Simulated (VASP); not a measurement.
# BaS (Fm-3m) in VASP: further runs, part 2 of 2

VASP 6.6.1.

## Step 3: Single point, PBE

Input file INCAR:

```
SYSTEM = BaS
PREC = Accurate
ENCUT = 520
EDIFF = 1E-6
ISMEAR = -1
SIGMA = 0.05
LREAL = .FALSE.
LASPH = .TRUE.
NELM = 60
ALGO = Normal
ISIF = 2
LWAVE = .FALSE.
LCHARG = .FALSE.
GGA = PE
NBANDS = 15
```

Input file KPOINTS:

```
regular mesh
0
G
  7 7 7
  0 0 0
```

Input file POSCAR:

```
BaS
1.0
    0.0000000000      3.1937500000      3.1937500000
    3.1937500000      0.0000000000      3.1937500000
    3.1937500000      3.1937500000      0.0000000000
Ba S
1 1
Direct
    0.0000000000      0.0000000000      0.0000000000
    0.5000000000      0.5000000000      0.5000000000
```

Potentials or basis: VASP PAW PBE potentials, release 64 (Ba_sv, S).

Run with:

```bash
$ cat potpaw_PBE.64/Ba_sv/POTCAR potpaw_PBE.64/S/POTCAR > POTCAR
$ mpirun -np 1 vasp_std > vasp.out
```

Wall time 43 s (1 thread of Intel Xeon 8259CL, shared host); peak memory 0.21 GiB.

It converged, with:

```
Free energy            : -10.1847 eV
Pressure               : 1.4 GPa
Band gap on the k mesh : 2.17 eV, indirect (least direct gap 2.31 eV)
```

Levels at points of the mesh, in eV from the valence-band top:
```csv
k point,band 6,band 7,band 8,band 9,band 10,band 11
"(0.00, 0.00, 0.00)",0.00,0.00,0.00,3.60,3.87,3.87
```

Caveat: spin-orbit coupling is left out, which moves the levels of the heavy elements.

## Step 4: Single point, LDA

This run uses another cell than the first one, of 31.92 Å³/atom, 0.980 times its volume.

Input file INCAR:

```
PREC = Accurate
ENCUT = 520
EDIFF = 1E-6
ISMEAR = -1
SIGMA = 0.05
LREAL = F
LASPH = T
NELM = 100
ALGO = Normal
ISIF = 2
LWAVE = F
LCHARG = F
GGA = CA
NBANDS = 15
```

Input file KPOINTS:

```
regular mesh
0
Gamma
  7 7 7
```

Input file POSCAR:

```
BaS
1.0
    0.0000000000      3.1723147904      3.1723147904
    3.1723147904      0.0000000000      3.1723147904
    3.1723147904      3.1723147904      0.0000000000
Ba S
1 1
Direct
    0.0000000000      0.0000000000      0.0000000000
    0.5000000000      0.5000000000      0.5000000000
```

Potentials or basis: VASP PAW LDA potentials, release 64 (Ba_sv, S).

Run with:

```bash
$ cat potpaw_LDA.64/Ba_sv/POTCAR potpaw_LDA.64/S/POTCAR > POTCAR
$ mpirun -np 1 vasp_std > vasp.out
```

OUTCAR:

```text
PREC = Accurate
   ENCUT = 520
   EDIFF = 1E-6
   ISMEAR = -1
   LREAL = F
   LASPH = T
   NELM = 100
   ISIF = 2
   GGA = CA

 ion  position               nearest neighbor table
   1  0.000  0.000  0.000-   2 3.17   2 3.17   2 3.17   2 3.17   2 3.17   2 3.17
   2  0.500  0.500  0.500-   1 3.17   1 3.17   1 3.17   1 3.17   1 3.17   1 3.17

  LATTYP: Found a face centered cubic cell.
 ALAT       =     6.3446295808

  Lattice vectors:

 A1 = (   0.0000000000,   3.1723147904,   3.1723147904)
 A2 = (   3.1723147904,   0.0000000000,   3.1723147904)
 A3 = (   3.1723147904,   3.1723147904,   0.0000000000)

Analysis of symmetry for initial positions (statically):
=====================================================================
 Subroutine PRICEL returns:
 Original cell was already a primitive cell.

 Routine SETGRP: Setting up the symmetry group for a
 face centered cubic supercell.

 Subroutine GETGRP returns: Found 48 space group operations
 (whereof 48 operations were pure point group operations)
 out of a pool of 48 trial point group operations.

The static configuration has the point symmetry O_h .

[... 168 lines left out ...]
      5      -8.9982      2.00000
      6       1.3486      2.00000
      7       1.3486      2.00000
      8       1.3486      2.00000
      9       4.7589      0.00000
     10       5.0505      0.00000
     11       5.0505      0.00000
     12       5.0505      0.00000
     13       6.0571      0.00000
     14       6.0571      0.00000
[... 329 lines left out ...]
      2     -10.3812      2.00000
      3     -10.0700      2.00000
      4      -9.9054      2.00000
      5      -8.2505      2.00000
      6       0.1376      2.00000
      7       0.7371      2.00000
      8       0.8204      2.00000
      9       5.1165      0.00000
     10       6.0591      0.00000
     11       7.7544      0.00000
     12       8.3961      0.00000
     13       8.5655      0.00000
     14      10.5164      0.00000
     15      11.5195      0.00000

------------------------ aborting loop because EDIFF is reached ----------------------------------------

  FORCE on cell =-STRESS in cart. coord.  units (eV):
  Direction    XX          YY          ZZ          XY          YZ          ZX
  --------------------------------------------------------------------------------------
  -------------------------------------------------------------------------------------
  Total       -0.3814800     -0.3814800     -0.3814800     -0.0000000     -0.0000000      0.0000000
  in kB       -9.5724584     -9.5724584     -9.5724584     -0.0000000     -0.0000000      0.0000000
  external PRESSURE =      -9.5724584 kB  Pullay stress =       0.0000000 kB

 VOLUME and BASIS-vectors are now :
 -----------------------------------------------------------------------------
  energy-cutoff  :      520.00
  volume of cell :       63.85
      direct lattice vectors                 reciprocal lattice vectors
     0.000000000  3.172314790  3.172314790    -0.157613614  0.157613614  0.157613614
     3.172314790  0.000000000  3.172314790     0.157613614 -0.157613614  0.157613614
     3.172314790  3.172314790  0.000000000     0.157613614  0.157613614 -0.157613614

 POSITION                                       TOTAL-FORCE (eV/Angst)
 -----------------------------------------------------------------------------------
      0.00000      0.00000      0.00000         0.000000      0.000000      0.000000
      3.17231      3.17231      3.17231         0.000000      0.000000      0.000000
 -----------------------------------------------------------------------------------
    total drift:                                0.000000      0.000000      0.000000

  FREE ENERGIE OF THE ION-ELECTRON SYSTEM (eV)
  ---------------------------------------------------
  free  energy   TOTEN  =       -11.1711801301 eV

  energy  without entropy=      -11.1711801298  energy(sigma->0) =      -11.17118013
```

Wall time 34 s (1 thread of Intel Xeon 8259CL, shared host); peak memory 0.18 GiB.

What came out:

```
Free energy            : -11.1712 eV
Pressure               : -1.0 GPa
Band gap on the k mesh : 1.93 eV, indirect (least direct gap 2.07 eV)
```

Levels at points of the mesh, in eV from the valence-band top:
```
           k point  band 4  band 5  band 6  band 7  band 8  band 9  band 10  band 11  band 12  band 13
(0.00, 0.00, 0.00)  -11.01  -10.35    0.00    0.00    0.00    3.41     3.70     3.70     3.70     4.71
```

Caveat: spin-orbit coupling is left out, which moves the levels of the heavy elements.

## Step 5: Summary

| level | potentials or basis | cell | gap on the mesh (eV) | pressure (GPa) |
| --- | --- | --- | --- | --- |
| LDA | VASP PAW LDA potentials, release 64 (Ba_sv, S) | a = 4.517 Å, angles 60.0°, 2 atoms | 1.96 | -1.8 |
| PBE | VASP PAW PBE potentials, release 64 (Ba_sv, S) | a = 4.517 Å, angles 60.0°, 2 atoms | 2.17 | 1.4 |
| LDA | VASP PAW LDA potentials, release 64 (Ba_sv, S) | a = 4.486 Å, angles 60.0°, 2 atoms | 1.93 | -1.0 |

Alike in all rows: task single point; no spin polarisation; k mesh 7 × 7 × 7; cutoff (eV) 520; smearing fermi-dirac 0.05 eV.

Caveats: spin-orbit coupling is left out, which moves the levels of the heavy elements.

Total energies depend on the potentials used, so only differences within one code and one set of settings carry meaning.

## Step 6: How close it comes

Step 2. A measured gap of BaS is 3.806 eV (indirect; 2 K; a printed reference work, monograph, original work of 1988); the calculated 1.96 eV misses it by -1.84 eV. Spin-orbit coupling on Ba is left out. The value is that of LDA on a finite k mesh, which can miss the band edges, without temperature or zero-point motion. Semilocal functionals fall short of measured gaps as a rule.

Step 3. Against the measured gap of BaS, 3.806 eV (indirect; 2 K; a printed reference work, monograph, original work of 1988), the calculated 2.17 eV is off by -1.64 eV. Spin-orbit coupling on Ba is left out. The value is that of PBE on a finite k mesh, which can miss the band edges, without temperature or zero-point motion. Semilocal functionals fall short of measured gaps as a rule.

Step 4. Against the measured gap of BaS, 3.806 eV (indirect; 2 K; a printed reference work, monograph, original work of 1988), the calculated 1.93 eV is off by -1.88 eV. Spin-orbit coupling on Ba is left out. The value is that of LDA on a finite k mesh, which can miss the band edges, without temperature or zero-point motion. Semilocal functionals fall short of measured gaps as a rule.
